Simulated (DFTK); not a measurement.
The system is HfN.

```
CELL_PARAMETERS angstrom
0.00000 2.25600 2.25600
2.25600 0.00000 2.25600
2.25600 2.25600 0.00000
ATOMIC_POSITIONS crystal
Hf 0.00000 0.00000 0.00000
N 0.50000 0.50000 0.50000
```

Base run:

* Program: DFTK 0.8.2
* Functional: WC
* Potentials or basis: SG15 1.2 (PBE)
* Cutoff: 1225 eV
* k mesh: 8 × 8 × 8
* Occupations: fermi-dirac, width 0.05 eV
* Spin: no spin polarisation

Its results: band gap on the k mesh none (metal or under the smearing width); pressure -0.8 GPa.

**Question.** The run is repeated on the same cell with these changes: functional from WC to PBEsol. What comes out?

**Answer.** Band gap on the k mesh none (metal or under the smearing width); pressure -1.6 GPa.

Caveats: the potentials were made for another functional, which shifts forces and pressure; spin-orbit coupling is left out, which moves the levels of the heavy elements.
